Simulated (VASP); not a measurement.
# HfS2 (P-3m1) in VASP: band structure with PBE+D3(BJ)

Aim: the band structure of HfS2 with PBE+D3(BJ).

Program: VASP 6.6.1. These are calculated values, not measurements. Logs are shortened: lines on timing, memory, paths and dates and some standing lists are left out, and cuts for length are marked.

## 1. The crystal as given

The structure is trigonal, space group P-3m1 (No. 164). The conventional cell has a = 3.645 Å, b = 3.645 Å, c = 5.758 Å, α = 90.00°, β = 90.00°, γ = 120.00°. Hf (site symmetry -3m) is surrounded by 6 S at 2.54 Å. Around S (site symmetry 3m) lie 3 Hf at 2.54 Å.

The cell is a database's computed one.

## 2. Band structure, PBE+D3(BJ)

Input file INCAR:

```
SYSTEM = HfS2
  PREC = Accurate
  ENCUT = 520
  EDIFF = 1E-6
  ISMEAR = 0
  SIGMA = 0.02
  LREAL = .FALSE.
  LASPH = .TRUE.
  NELM = 100
  ALGO = Normal
  ISIF = 2
  LWAVE = .FALSE.
  LCHARG = .FALSE.
  LMAXMIX = 4
  GGA = PE
  IVDW = 12
  NBANDS = 18
```

Input file KPOINTS:

```
regular mesh
0
G
  3 3 2
  0 0 0
```

Input file POSCAR:

```
HfS2                                    
1.0
    3.6446575048     -0.0000000000      0.0000000000
   -1.8223287524      3.1563659861     -0.0000000000
    0.0000000000      0.0000000000      5.7576025681
  Hf              S             
     1     2
Direct
     0.0000000000000000    0.0000000000000000    1.0000000000000000
     0.6666666699999979    0.3333333300000021    0.7530481446655912
     0.3333333300000021    0.6666666699999979    0.2469518553344087
```

Input file KPOINTS_OPT:

```
path GMKGALHA,LM,KH
15
line-mode
reciprocal
 0.0000000000  0.0000000000  0.0000000000  G
 0.5000000000  0.0000000000  0.0000000000  M

 0.5000000000  0.0000000000  0.0000000000  M
 0.3333333333  0.3333333333  0.0000000000  K

 0.3333333333  0.3333333333  0.0000000000  K
 0.0000000000  0.0000000000  0.0000000000  G

 0.0000000000  0.0000000000  0.0000000000  G
 0.0000000000  0.0000000000  0.5000000000  A

 0.0000000000  0.0000000000  0.5000000000  A
 0.5000000000  0.0000000000  0.5000000000  L

 0.5000000000  0.0000000000  0.5000000000  L
 0.3333333333  0.3333333333  0.5000000000  H

 0.3333333333  0.3333333333  0.5000000000  H
 0.0000000000  0.0000000000  0.5000000000  A

 0.5000000000  0.0000000000  0.5000000000  L
 0.5000000000  0.0000000000  0.0000000000  M

 0.3333333333  0.3333333333  0.0000000000  K
 0.3333333333  0.3333333333  0.5000000000  H
```

Potentials or basis: VASP PAW PBE potentials, release 64 (Hf_pv, S).

Command:

```sh
$ cat potpaw_PBE.64/Hf_pv/POTCAR potpaw_PBE.64/S/POTCAR > POTCAR
$ mpirun -np 1 vasp_std > vasp.out
```

OUTCAR:

```text
SYSTEM = HfS2
   PREC = Accurate
   ENCUT = 520
   EDIFF = 1E-6
   ISMEAR = 0
   LREAL = .FALSE.
   LASPH = .TRUE.
   NELM = 100
   ISIF = 2
   GGA = PE
   IVDW = 12
 IVDW          = 12

 ion  position               nearest neighbor table
   1  0.000  0.000  0.000-   2 2.54   3 2.54   3 2.54   2 2.54   2 2.54   3 2.54
   2  0.667  0.333  0.753-   1 2.54   1 2.54   1 2.54
   3  0.333  0.667  0.247-   1 2.54   1 2.54   1 2.54

  LATTYP: Found a hexagonal cell.
 ALAT       =     3.6446575048
 C/A-ratio  =     1.5797376188

  Lattice vectors:

 A1 = (   3.6446575048,   0.0000000000,   0.0000000000)
 A2 = (  -1.8223287524,   3.1563659861,   0.0000000000)
 A3 = (   0.0000000000,   0.0000000000,   5.7576025681)

Analysis of symmetry for initial positions (statically):
=====================================================================
 Subroutine PRICEL returns:
 Original cell was already a primitive cell.

 Routine SETGRP: Setting up the symmetry group for a
 hexagonal supercell.

 Subroutine GETGRP returns: Found 12 space group operations
 (whereof 12 operations were pure point group operations)
 out of a pool of 24 trial point group operations.

The static configuration has the point symmetry D_3d.

Analysis of symmetry for dynamics (positions and initial velocities):
=====================================================================
 Subroutine PRICEL returns:
 Original cell was already a primitive cell.

 Routine SETGRP: Setting up the symmetry group for a
 hexagonal supercell.

 Subroutine GETGRP returns: Found 12 space group operations
 (whereof 12 operations were pure point group operations)
 out of a pool of 24 trial point group operations.

The dynamic configuration has the point symmetry D_3d.

 Subroutine INISYM returns: Found 12 space group operations
 (whereof 12 operations are pure point group operations),
 and found     1 'primitive' translations

----------------------------------------------------------------------------------------

                                     Primitive cell

  volume of cell :      66.2347

  direct lattice vectors                    reciprocal lattice vectors
     3.644657505  0.000000000  0.000000000     0.274374204  0.158410020  0.000000000
    -1.822328752  3.156365986  0.000000000     0.000000000  0.316820041  0.000000000
     0.000000000  0.000000000  5.757602568     0.000000000  0.000000000  0.173683402

  length of vectors
     3.644657505  3.644657504  5.757602568     0.316820041  0.316820041  0.173683402

  position of ions in fractional coordinates (direct lattice)
     0.000000000  0.000000000  0.000000000
     0.666666670  0.333333330  0.753048145
     0.333333330  0.666666670  0.246951855

  ion indices of the primitive-cell ions
   primitive index   ion index
                 1           1
                 2           2
                 3           3

----------------------------------------------------------------------------------------

 KPOINTS: regular mesh

Automatic generation of k-mesh.
 Grid dimensions read from file:
 generate k-points for:    3    3    2

 Generating k-lattice:

  Cartesian coordinates                     Fractional coordinates (reciprocal lattice)
     0.091458068  0.052803340  0.000000000     0.333333333  0.000000000  0.000000000
     0.000000000  0.105606680  0.000000000     0.000000000  0.333333333  0.000000000
     0.000000000  0.000000000  0.086841701     0.000000000  0.000000000  0.500000000

  Length of vectors
     0.105606680  0.105606680  0.086841701

  Shift w.r.t. Gamma in fractional coordinates (k-lattice)
     0.000000000  0.000000000  0.000000000

 Subroutine IBZKPT returns following result:
 ===========================================

 Found      6 irreducible k-points:

 Following reciprocal coordinates:
            Coordinates               Weight
  0.000000  0.000000  0.000000      1.000000
  0.333333  0.000000  0.000000      6.000000
  0.333333  0.333333  0.000000      2.000000
  0.000000  0.000000  0.500000      1.000000
  0.333333  0.000000  0.500000      6.000000
  0.333333  0.333333  0.500000      2.000000
   k-points           NKPTS =      6   k-points in BZ     NKDIM =      6   number of bands    NBANDS=     18
   number of dos      NEDOS =    301   number of ions     NIONS =      3
   total plane-waves  NPLWV =  37632
   dimension x,y,z NGX =    28 NGY =   28 NGZ =   48
   dimension x,y,z NGXF=    56 NGYF=   56 NGZF=   96
   ions per type =               1   2
   NGX,Y,Z   is equivalent  to a cutoff of  12.77, 12.77, 13.86 a.u.
   NGXF,Y,Z  is equivalent  to a cutoff of  25.54, 25.54, 27.72 a.u.
 SYSTEM =  HfS2
   PREC   = accura    normal or accurate (medium, high low for compatibility)
   ISTART =      0    job   : 0-new  1-cont  2-samecut
   ICHARG =      2    charge: 1-file 2-atom 10-const
   ISPIN  =      1    spin polarized calculation?
   LNONCOLLINEAR =      F non collinear calculations
   LSORBIT =      F    spin-orbit coupling
   LASPH  =      T    aspherical Exc in radial PAW
   ENCUT  =  520.0 eV  38.22 Ry    6.18 a.u.   6.78  6.78 10.71*2*pi/ulx,y,z
   NELM   =    100;   NELMIN=  2; NELMDL= -5     # of ELM steps
   EDIFF  = 0.1E-05   stopping-criterion for ELM
   LREAL  =      F    real-space projection
   EDIFFG = 0.1E-04   stopping-criterion for IOM
   NSW    =      0    number of steps for IOM
   IBRION =     -1    ionic relax: 0-MD 1-quasi-New 2-CG
   NFREE  =      0    steps in history (QN), initial steepest desc. (CG)
   ISIF   =      2    stress and relaxation
   ISYM   =      2    0-nonsym 1-usesym 2-fastsym
   POTIM  = 0.5000    time-step for ionic-motion
   TEBEG  =    0.0;   TEEND  =   0.0 temperature during run
   PSTRESS=    0.0 pullay stress
   NELECT =      22.0000    total number of electrons
   NUPDOWN=      -1.0000    fix difference up-down
   EMIN   =  10.00;   EMAX   =-10.00  energy-range for DOS
   EFERMI =   0.00;   METHOD = LEGACY
   ISMEAR =     0;   SIGMA  =   0.02  broadening in eV -4-tet -1-fermi 0-gaus
   EFERMI_NEDOS =   21; number of points for ismear=-14 and -15
   IALGO  =     38    algorithm
   IMIX   =      4    mixing-type and parameters
     AMIX     =   0.40;   BMIX     =  1.00
     AMIX_MAG =   1.60;   BMIX_MAG =  1.00
  volume/ion in A,a.u.               =      22.08       148.99
  Fermi-wavevector in a.u.,A,eV,Ry     =   1.133758  2.142492 17.489035  1.285408
  Thomas-Fermi vector in A             =   2.270461
   LORBIT       =      0    0 simple, 1 ext, 2 COOP (PROOUT), +10 PAW based schemes
   GGA     = PE    functional components
   LHFCALC =     F    Hartree Fock is set to
   AEXX    =    0.0000 exact exchange contribution
   IVDW    =    12    specifies the selected vdW correction
   LEPSILON=     F    determine dielectric tensor
   LRPA    =     F    only Hartree local field effects (RPA)
 non-spin polarized calculation
 Gauss-broadening in eV      SIGMA  =   0.02
  energy-cutoff  :      520.00
  volume of cell :       66.23
 maximum number of plane-waves:      1818
 NGX is ok and might be reduce to    28
   NGX = 13   NGY = 13   NGZ = 21

 number of electron      22.0000000 magnetization

 Free energy of the ion-electron system (eV)
  ---------------------------------------------------
  ext. energy  EPLUGINS =         0.00000000
  ---------------------------------------------------
  free energy    TOTEN  =       -22.67590779 eV

  energy without entropy =      -22.67590779  energy(sigma->0) =      -22.67590779

 E-fermi :   3.7242     XC(G=0):  -9.7058

 val. band max:        3.5812662576   @ k =   0.0000   0.0000   0.0000
 cond. band min:       4.7198409673   @ k =   0.3333   0.0000   0.5000
 fundamental gap:      1.1385747097
 Fermi energy:         3.7241628837

 k-point     1 :       0.0000    0.0000    0.0000
  band No.  band energies     occupation
      1     -27.4512      2.00000
      2     -27.2933      2.00000
      3     -27.2933      2.00000
      4      -9.6912      2.00000
      5      -7.8741      2.00000
      6      -1.3635      2.00000
[... 10 lines left out ...]
     17       9.0475      0.00000
     18       9.1063      0.00000

 k-point     2 :       0.3333    0.0000    0.0000
  band No.  band energies     occupation
      1     -27.4349      2.00000
      2     -27.4223      2.00000
      3     -27.3249      2.00000
      4      -8.6865      2.00000
      5      -8.0440      2.00000
      6      -0.6712      2.00000
[... 10 lines left out ...]
     17      10.8280      0.00000
     18      11.3928      0.00000

 k-point     3 :       0.3333    0.3333    0.0000
  band No.  band energies     occupation
      1     -27.4214      2.00000
      2     -27.4214      2.00000
      3     -27.4109      2.00000
      4      -8.0832      2.00000
      5      -8.0832      2.00000
      6      -0.6601      2.00000
[... 10 lines left out ...]
     17      10.6760      0.00000
     18      13.5018      0.00000

 k-point     4 :       0.0000    0.0000    0.5000
  band No.  band energies     occupation
      1     -27.4516      2.00000
      2     -27.2933      2.00000
      3     -27.2933      2.00000
      4      -9.4136      2.00000
      5      -8.3391      2.00000
      6      -0.1102      2.00000
[... 10 lines left out ...]
     17       9.6491      0.00000
     18      11.0652      0.00000

 k-point     5 :       0.3333    0.0000    0.5000
  band No.  band energies     occupation
      1     -27.4349      2.00000
      2     -27.4224      2.00000
      3     -27.3249      2.00000
      4      -8.5502      2.00000
      5      -8.1905      2.00000
      6      -0.8855      2.00000
[... 10 lines left out ...]
     17      10.0432      0.00000
     18      10.6297      0.00000

 k-point     6 :       0.3333    0.3333    0.5000
  band No.  band energies     occupation
      1     -27.4214      2.00000
      2     -27.4214      2.00000
      3     -27.4111      2.00000
      4      -8.0850      2.00000
      5      -8.0850      2.00000
      6      -0.3229      2.00000
[... 10 lines left out ...]
     17      11.7221      0.00000
     18      12.2227      0.00000

------------------------ aborting loop because EDIFF is reached ----------------------------------------

 Edisp (eV)   -1.00032

 E8    (eV) :    -0.4314

  FORCE on cell =-STRESS in cart. coord.  units (eV):
  Direction    XX          YY          ZZ          XY          YZ          ZX
  --------------------------------------------------------------------------------------
  -------------------------------------------------------------------------------------
  Total       0.02128     0.02128     0.00817     0.00000    -0.00000     0.00000
  in kB       0.51473     0.51473     0.19755     0.00000    -0.00000     0.00000
  external pressure =        0.41 kB  Pullay stress =        0.00 kB

 VOLUME and BASIS-vectors are now :
 -----------------------------------------------------------------------------
  energy-cutoff  :      520.00
  volume of cell :       66.23
      direct lattice vectors                 reciprocal lattice vectors
     3.644657505  0.000000000  0.000000000     0.274374204  0.158410020  0.000000000
    -1.822328752  3.156365986  0.000000000     0.000000000  0.316820041  0.000000000
     0.000000000  0.000000000  5.757602568     0.000000000  0.000000000  0.173683402

 POSITION                                       TOTAL-FORCE (eV/Angst)
 -----------------------------------------------------------------------------------
      0.00000      0.00000      0.00000        -0.000000      0.000000      0.000000
      1.82233      1.05212      4.33575         0.000000      0.000000     -0.010973
     -0.00000      2.10424      1.42185        -0.000000      0.000000      0.010973
 -----------------------------------------------------------------------------------
    total drift:                               -0.000000     -0.000000      0.000000

  FREE ENERGIE OF THE ION-ELECTRON SYSTEM (eV)
  ---------------------------------------------------
  free  energy   TOTEN  =       -23.6762257995 eV

  energy  without entropy=      -23.6762257995  energy(sigma->0) =      -23.67622580
```

Wall time 33 s (1 thread of Intel Xeon 6975P-C (Granite Rapids), shared host); peak memory 0.2 GiB.

What came out:

| Quantity | Value |
| --- | --- |
| Free energy | -23.6762 eV |
| Pressure | 0.0 GPa |
| Largest force | 0.011 eV/Å |
| Band gap on the k mesh | 1.14 eV, indirect (least direct gap 1.76 eV) |
| Band gap along the path | 0.94 eV, indirect (least direct gap 1.76 eV) |
| Dispersion energy per atom | -0.333 eV |

Forces on the atoms (eV/Å):
```
Hf   0.000  0.000  0.000
S    0.000  0.000 -0.011
S    0.000  0.000  0.011
```

Levels at the corners of the path, in eV from the valence-band top:
```
point  band 7  band 8  band 9  band 10  band 11  band 12  band 13  band 14  band 15  band 16
    Γ   -3.03   -3.03   -0.25    -0.25     0.00     1.75     1.75     2.45     5.25     5.25
    M   -2.95   -2.66   -2.65    -2.15    -1.55     1.05     3.75     3.77     6.16     6.32
    M   -2.95   -2.66   -2.65    -2.15    -1.55     1.05     3.75     3.77     6.16     6.32
    K   -3.68   -3.68   -2.31    -2.31    -1.73     2.27     3.51     3.51     5.47     5.47
    K   -3.68   -3.68   -2.31    -2.31    -1.73     2.27     3.51     3.51     5.47     5.47
    Γ   -3.03   -3.03   -0.25    -0.25     0.00     1.75     1.75     2.45     5.25     5.25
    Γ   -3.03   -3.03   -0.25    -0.25     0.00     1.75     1.75     2.45     5.25     5.25
    A   -2.98   -2.98   -1.98    -0.41    -0.41     1.70     1.70     2.67     5.76     5.76
    A   -2.98   -2.98   -1.98    -0.41    -0.41     1.70     1.70     2.67     5.76     5.76
    L   -3.67   -2.84   -2.46    -1.24    -0.95     0.94     3.75     3.80     5.58     5.68
    L   -3.67   -2.84   -2.46    -1.24    -0.95     0.94     3.75     3.80     5.58     5.68
    H   -3.91   -3.88   -2.37    -1.91    -1.91     2.50     3.17     3.17     6.10     6.10
    H   -3.91   -3.88   -2.37    -1.91    -1.91     2.50     3.17     3.17     6.10     6.10
    A   -2.98   -2.98   -1.98    -0.41    -0.41     1.70     1.70     2.67     5.76     5.76
    L   -3.67   -2.84   -2.46    -1.24    -0.95     0.94     3.75     3.80     5.58     5.68
    M   -2.95   -2.66   -2.65    -2.15    -1.55     1.05     3.75     3.77     6.16     6.32
    K   -3.68   -3.68   -2.31    -2.31    -1.73     2.27     3.51     3.51     5.47     5.47
    H   -3.91   -3.88   -2.37    -1.91    -1.91     2.50     3.17     3.17     6.10     6.10
```

Caveat: the k mesh is coarse (spacing up to 0.66 Å⁻¹), so the values aren't converged; spin-orbit coupling is left out, which moves the levels of the heavy elements; the mesh misses the band edges, which the band path finds closer together. PBE gaps usually lie below the measured ones, often by a third to a half.
